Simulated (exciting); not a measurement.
A run of exciting (release sodium) is set up as follows.

run_exciting.py

```python
import subprocess
import xml.etree.ElementTree as ET
from ase.io import read
from ase.units import Bohr

atoms = read("PtSe2.xyz")
rmt = {'Pt': 2.3, 'Se': 2.0}  # bohr
tasks = """
<groundstate do="fromscratch" ngridk="7 7 4" rgkmax="8" gmaxvr="14" lmaxapw="10" lmaxmat="10" lmaxvr="8" xctype="GGA_AC_PBE" stype="Fermi Dirac" swidth="0.00499791" nempty="16" ValenceRelativity="iora*" epsengy="1e-05" epspot="1e-05" maxscl="60" outputlevel="low"/>
<properties>
  <dos nwdos="300" winddos="-0.3 0.3" inttype="tetra" ngrdos="100" nsmdos="1" lmirep="true"/>
  <chargedensityplot>
    <plot3d>
      <box grid="19 19 26">
        <origin coord="0 0 0"/>
        <point coord="1 0 0"/>
        <point coord="0 1 0"/>
        <point coord="0 0 1"/>
      </box>
    </plot3d>
  </chargedensityplot>
  <elfplot>
    <plot3d>
      <box grid="19 19 26">
        <origin coord="0 0 0"/>
        <point coord="1 0 0"/>
        <point coord="0 1 0"/>
        <point coord="0 0 1"/>
      </box>
    </plot3d>
  </elfplot>
  <exccplot>
    <plot3d>
      <box grid="19 19 26">
        <origin coord="0 0 0"/>
        <point coord="1 0 0"/>
        <point coord="0 1 0"/>
        <point coord="0 0 1"/>
      </box>
    </plot3d>
  </exccplot>
</properties>
"""

root = ET.Element("input")
ET.SubElement(root, "title").text = "PtSe2"
structure = ET.SubElement(root, "structure", speciespath="./", tshift="false")
crystal = ET.SubElement(structure, "crystal", scale="1.0")
for vector in atoms.cell / Bohr:
    ET.SubElement(crystal, "basevect").text = " ".join(f"{x:.12f}" for x in vector)
symbols = atoms.get_chemical_symbols()
for element in dict.fromkeys(symbols):
    species = ET.SubElement(structure, "species", speciesfile=element + ".xml", rmt=str(rmt[element]))
    for symbol, position in zip(symbols, atoms.get_scaled_positions(wrap=False)):
        if symbol == element:
            ET.SubElement(species, "atom", coord=" ".join(f"{x:.12f}" for x in position))
root.extend(ET.fromstring("<tasks>" + tasks + "</tasks>"))
ET.indent(root)
ET.ElementTree(root).write("input.xml")
subprocess.run(["exciting_smp"], check=True)
```

PtSe2.xyz

```xyz
3
Lattice="3.7240000000 0.0000000000 0.0000000000 -1.8620000000 3.2250786037 0.0000000000 0.0000000000 0.0000000000 5.0620000000" Properties=species:S:1:pos:R:3 pbc="T T T"
Pt     0.0000000000      0.0000000000      0.0000000000
Se     1.8620000002      1.0750262011      3.7965000000
Se    -0.0000000002      2.1500524026      1.2655000000
```

Potentials or basis: all-electron LAPW+lo, shipped species files, valence relativity iora*.

Run with:

```bash
$ OMP_NUM_THREADS=1 python run_exciting.py
```

Task: Estimate the band gap on the k mesh.

Result: None (metal or under the smearing width).

Task: Predict the density of states at the Fermi level.

Result: 0.68 states/eV per cell.

States per cell in windows of 1 eV (zero at the Fermi level; states under -8 eV left out):
| from (eV) | total | Pt1 d | Se2 p | Se3 p | Pt1 s | Pt1 p | Se2 s |
| --- | --- | --- | --- | --- | --- | --- | --- |
| -8.0 | 0.47 | 0.07 | 0.05 | 0.05 | 0.05 | 0.00 | 0.00 |
| -7.0 | 3.09 | 0.97 | 0.32 | 0.32 | 0.10 | 0.02 | 0.02 |
| -6.0 | 2.66 | 0.99 | 0.26 | 0.26 | 0.06 | 0.03 | 0.03 |
| -5.0 | 3.56 | 1.73 | 0.27 | 0.27 | 0.04 | 0.04 | 0.03 |
| -4.0 | 2.76 | 1.60 | 0.15 | 0.15 | 0.07 | 0.03 | 0.01 |
| -3.0 | 2.43 | 0.91 | 0.28 | 0.28 | 0.02 | 0.06 | 0.01 |
| -2.0 | 2.39 | 0.57 | 0.41 | 0.41 | 0.01 | 0.08 | 0.02 |
| -1.0 | 0.58 | 0.09 | 0.12 | 0.12 | 0.00 | 0.02 | 0.01 |
| 0.0 | 1.16 | 0.41 | 0.14 | 0.14 | 0.00 | 0.01 | 0.02 |
| 1.0 | 2.68 | 0.81 | 0.46 | 0.46 | 0.01 | 0.01 | 0.02 |
| 2.0 | 0.19 | 0.06 | 0.04 | 0.04 | 0.00 | 0.00 | 0.00 |
| 3.0 | 0.00 | 0.00 | 0.00 | 0.00 | 0.00 | 0.00 | 0.00 |
| 4.0 | 1.16 | 0.06 | 0.07 | 0.07 | 0.19 | 0.02 | 0.02 |
| 5.0 | 1.38 | 0.05 | 0.09 | 0.09 | 0.18 | 0.04 | 0.03 |
| 6.0 | 1.24 | 0.06 | 0.06 | 0.06 | 0.04 | 0.05 | 0.03 |
| 7.0 | 2.00 | 0.07 | 0.07 | 0.07 | 0.02 | 0.12 | 0.03 |

Caveat: the tetrahedron DOS on this energy grid can lose part of the weight of narrow d or f bands. The run has no spin-orbit coupling, so splittings on Pt are missing.
